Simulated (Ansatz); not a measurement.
Input and command of a calculation in Ansatz (plane waves; scalar-relativistic PAW potentials unless the input names others):

```yaml
crystal:
  lattice:
    - [0.0, 1.90155, 1.90155]
    - [1.90155, 0.0, 1.90155]
    - [1.90155, 1.90155, 0.0]
  atoms:
    - { symbol: Rh, position: [0.0, 0.0, 0.0] }
basis:
  ecutwfc: "800 eV"
kpoints:
  mp_grid: { grid: [18, 18, 18] }
hamiltonian:
  xc: pbe
scf:
  occupations: { method: gaussian, width: 0.1 }
  mixing: { algorithm: anderson, beta: 0.3, ndim: 8 }
output:
  forces: true
  eigenvalues: true
  stress: true
relax:
  adjacent_minimum: "off"
  f_tol: 0.005
  max_steps: 80
  cell: { stress_tol: 0.05 }
```

```bash
ansatz run input.yaml --threads 1 --pin off --max-ram 2560MiB --backend cpu --events-out ev --progress --plain --runs-dir out
```

Abridged log:
```
Pseudopotentials: kind: paw
Pseudopotential: Rh, paw, valence charge 17, recommended cutoff 420 eV (normal)
Functional definition: PBE
Crystal: 1 atom, lattice volume = 13.752 Å³
Basis set: ecut = 800 eV, 725 PW (Γ), exchange–correlation on 50×50×50 points (8 copies of the dense FFT grid, shifted against one another)
Bands: 13, of which v1, the nominal top of the filled ones, is band 9 counted from 1 (8 counted from 0)
Symmetry: 48 space group operations
Space group: Fm-3m (ITA 225), of the structure as read, at distance tolerance 2.4e-5 Å
k-points: 195 of 5832
Initial density: superposition of atomic densities (neutral atoms: chi_scale 0, normalization atom), corrected by the library's trained network
Initial wavefunctions: pseudopotential atomic-orbital guess
Functional: x = pbe(κ = 0.804, μ = 0.21951497), c = pbe(β = 0.06672455)
SCF iter   1: F=—  HF=-6402.889464 eV  |F-HF|=—  |Δ(HF+E_count)|=         —  Δρ=2.95e-3  dr2=2.49e-4  ethr=1.77e-3  ⟨swp⟩=5.1  Hψ=14539  notcnv=0
SCF iter   2: F=—  HF=-6402.889597 eV  |F-HF|=—  |Δ(HF+E_count)|=   1.34e-4  Δρ=2.01e-3  dr2=8.53e-5  ethr=1.46e-6  ⟨swp⟩=2.6  Hψ=5617  notcnv=0  κ⁻¹=1.0e0(r=1)
SCF iter   3: F=—  HF=-6402.889627 eV  |F-HF|=—  |Δ(HF+E_count)|=   2.96e-5  Δρ=1.00e-3  dr2=1.99e-5  ethr=5.02e-7  ⟨swp⟩=1.9  Hψ=3226  notcnv=0  κ⁻¹=3.0e-2(r=2)
SCF iter   4: F=—  HF=-6402.889643 eV  |F-HF|=—  |Δ(HF+E_count)|=   1.60e-5  Δρ=1.27e-4  dr2=3.46e-7  ethr=1.17e-7  ⟨swp⟩=2.0  Hψ=4002  notcnv=0  κ⁻¹=6.6e-5(r=3)
SCF iter   5: F=-6402.889643 eV  HF=-6402.889643 eV  |F-HF|=6.32e-8  |Δ(HF+E_count)|=   3.02e-7  Δρ=4.35e-5  dr2=5.04e-8  ethr=5.88e-10  ⟨swp⟩=5.5  Hψ=12066  notcnv=0
SCF 1 converged in 5 iterations: F = -6402.889643 eV  dr2 = 5.04e-8
relax step   1: F+E_penalty+E_count = -6402.88964313 eV  Δ(F+E_penalty+E_count) = +0.000e0 eV  max|allowed force component| = 0.000e0 eV/Å  Δτ_max = 0.0000 Å  P = +5.694 GPa  Ω = 13.752 Å³  (5 SCF iters, dr2 threshold 1.00e-7 eV, accepted)
Crystal: 1 atom, lattice volume = 14.272 Å³
Initial density: handed on by an earlier stage of this run
Initial wavefunctions: those handed on with the density
SCF iter   1: F=—  HF=-6402.892196 eV  |F-HF|=—  |Δ(HF+E_count)|=         —  Δρ=3.64e-3  dr2=1.76e-3  ethr=8.35e-6  ⟨swp⟩=1.1  Hψ=17332  notcnv=0
SCF iter   2: F=—  HF=-6402.891802 eV  |F-HF|=—  |Δ(HF+E_count)|=   3.93e-4  Δρ=1.65e-3  dr2=1.94e-4  ethr=8.35e-6  ⟨swp⟩=2.4  Hψ=3417  notcnv=0  κ⁻¹=1.0e0(r=1)
SCF iter   3: F=—  HF=-6402.891796 eV  |F-HF|=—  |Δ(HF+E_count)|=   6.29e-6  Δρ=9.84e-4  dr2=4.34e-5  ethr=1.14e-6  ⟨swp⟩=1.1  Hψ=2644  notcnv=0  κ⁻¹=3.7e-3(r=2)
   ...
SCF iter   4: F=-6402.894700 eV  HF=-6402.894700 eV  |F-HF|=3.17e-8  |Δ(HF+E_count)|=   1.25e-6  Δρ=3.33e-5  dr2=3.11e-8  ethr=5.88e-10  ⟨swp⟩=3.9  Hψ=10840  notcnv=0
SCF 3 converged in 4 iterations: F = -6402.894700 eV  dr2 = 3.11e-8
relax step   3: F+E_penalty+E_count = -6402.89470024 eV  Δ(F+E_penalty+E_count) = -2.887e-3 eV  max|allowed force component| = 0.000e0 eV/Å  Δτ_max = 0.0000 Å  P = -0.180 GPa  Ω = 14.053 Å³  energy of the carried Pulay correction = -5.691e-6 eV  (4 SCF iters, dr2 threshold 1.00e-7 eV, accepted)
Crystal: 1 atom, lattice volume = 14.043 Å³
SCF iter   1: F=—  HF=-6402.894706 eV  |F-HF|=—  |Δ(HF+E_count)|=         —  Δρ=8.06e-5  dr2=6.19e-7  ethr=3.39e-9  ⟨swp⟩=2.0  Hψ=16563  notcnv=0
SCF iter   2: F=—  HF=-6402.894706 eV  |F-HF|=—  |Δ(HF+E_count)|=   1.59e-7  Δρ=4.64e-5  dr2=9.98e-8  ethr=3.39e-9  ⟨swp⟩=2.3  Hψ=3369  notcnv=0  κ⁻¹=1.0e0(r=1)
SCF iter   3: F=-6402.894706 eV  HF=-6402.894706 eV  |F-HF|=2.61e-8  |Δ(HF+E_count)|=   3.95e-8  Δρ=2.84e-5  dr2=2.87e-8  ethr=4.77e-10  ⟨swp⟩=3.7  Hψ=6913  notcnv=0
SCF 4 converged in 3 iterations: F = -6402.894706 eV  dr2 = 2.87e-8
relax step   4: F+E_penalty+E_count = -6402.89470599 eV  Δ(F+E_penalty+E_count) = -5.757e-6 eV  max|allowed force component| = 0.000e0 eV/Å  Δτ_max = 0.0000 Å  P = +0.006 GPa  Ω = 14.043 Å³  energy of the carried Pulay correction = -5.502e-6 eV  (3 SCF iters, dr2 threshold 8.10e-8 eV, accepted)
Initial wavefunctions: pseudopotential atomic-orbital guess (no wavefunctions were taken with the density)
SCF iter   1: F=—  HF=-6402.894655 eV  |F-HF|=—  |Δ(HF+E_count)|=         —  Δρ=3.26e-4  dr2=1.90e-7  ethr=7.13e-9  ⟨swp⟩=3.4  Hψ=22150  notcnv=0
SCF iter   2: F=—  HF=-6402.894684 eV  |F-HF|=—  |Δ(HF+E_count)|=   2.89e-5  Δρ=2.28e-4  dr2=9.36e-8  ethr=1.12e-9  ⟨swp⟩=1.0  Hψ=2535  notcnv=0  κ⁻¹=1.0e0(r=1)
SCF iter   3: F=—  HF=-6402.894711 eV  |F-HF|=—  |Δ(HF+E_count)|=   2.75e-5  Δρ=6.17e-6  dr2=1.12e-10  ethr=5.50e-10  ⟨swp⟩=1.0  Hψ=2535  notcnv=0  κ⁻¹=1.1e-3(r=2)
SCF iter   4: F=-6402.894711 eV  HF=-6402.894711 eV  |F-HF|=3.40e-10  |Δ(HF+E_count)|=   1.91e-8  Δρ=9.70e-7  dr2=9.00e-12  ethr=1.00e-12  ⟨swp⟩=6.0  Hψ=10988  notcnv=0
SCF 5 converged in 4 iterations: F = -6402.894711 eV  dr2 = 9.00e-12
SCF converged after 4 iterations
Stability not checked: this state was not tested for a lower state beside it, because the mixer in use, unlike msr1, does not test its closes by its own steps (another_mixer; see scf.mixing.algorithm and scf.lower_state_search)
Free energy (F): -6402.894711 eV
Harris-Foulkes:  -6402.894711 eV  (|F-HF|=3.40e-10)
Internal energy: -6402.887553 eV  (E = F + TS)
E sigma→0 (E₀):  -6402.891132 eV
Entropy (-TS):   -0.007158 eV (-7.158 meV/atom)
Fermi energy:    21.794266 eV
--- Forces (eV/Å), atoms counted from 1 ---
  atom   1  Rh     0.00000000     0.00000000     0.00000000
--- Stress (GPa, compression-positive) ---
        0.005476       0.000000       0.000000
        0.000000       0.005476       0.000000
        0.000000       0.000000       0.005476
  P = ⅓ Tr σ = 0.0055 GPa (0.055 kbar)
--- Relaxed structure (4 steps of the walk, 4 accepted, 1 SCFs on fresh bases) ---
  F+E_penalty+E_count = -6402.89471131 eV   max|allowed force component| = 0.000e0 eV/Å   (the final SCF, on the basis selected at the relaxed cell)
  cell:  # Å, volume = 14.0427 Å³
    - [0.0, 1.91487431, 1.91487431]
    - [1.91487431, 0.0, 1.91487431]
    - [1.91487431, 1.91487431, 0.0]
  atoms:
    - { symbol: Rh, position: [0.0, 0.0, 0.0] }
```

Apart from outputs and empty bands, the input differs from a reference run on usual settings in scf.mixing.algorithm: not typed → "anderson"; scf.mixing.beta: not typed → 0.3; scf.mixing.ndim: not typed → 8; basis.ecutwfc: 420 → "800 eV". The reference, at the same start, ended its own course with a relaxed volume of 14.04 Å³/atom, pressure 0.00 GPa, largest force 0.000 eV/Å, no gap on the mesh. This run converged in 21 SCF iterations over all its steps (reference: 23) with an energy at zero smearing 2.54 meV/atom below the reference's, a relaxed volume of 14.04 Å³/atom, pressure 0.01 GPa, largest force 0.000 eV/Å, no gap on the mesh.

The run took 24 s on 1 thread of Arm Neoverse V1 (shared host), peak memory 0.36 GiB.